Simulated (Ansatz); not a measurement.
# Zone-centre modes in ZrO₂

Level of theory: DFT PBE, scalar-relativistic, plane waves, PAW (Ansatz 0.2.0). Cutoff 420 eV, Γ-centred 6×6×4 k-points, Gaussian smearing of 0.05 eV. No spin polarisation.

Zero of the scan (relaxed at this level; this form isn't the usual structure):

```yaml
crystal:
  lattice:
    - [3.62107, 0.00000, 0.00000]
    - [0.00000, 3.62107, 0.00000]
    - [0.00000, 0.00000, 5.28246]
  atoms:
    - { symbol: Zr, position: [0.00000, 0.00000, 0.00000] }
    - { symbol: Zr, position: [0.50000, 0.50000, 0.50000] }
    - { symbol: O, position: [0.00000, 0.50000, 0.19279] }
    - { symbol: O, position: [0.00000, 0.50000, 0.69279] }
    - { symbol: O, position: [0.50000, 0.00000, 0.30721] }
    - { symbol: O, position: [0.50000, 0.00000, 0.80721] }
```

Harmonic modes by finite displacements of 0.02 Å, without the LO–TO term.

**Question.** At this geometry, is the structure stable against these modes?

**Answer.** Yes: no mode is imaginary beyond 10 cm⁻¹, and only the three translations lie near zero.

**Question.** List the wavenumbers in cm⁻¹.

**Answer.** 0, 0, 0, 72, 72, 122, 122, 279, 300, 320, 411, 411, 425, 425, 572, 614, 619, 619.

Cost: 1 run of about 0.47 core-minutes, on Intel Xeon Platinum 8488C (Sapphire Rapids) (shared hosts).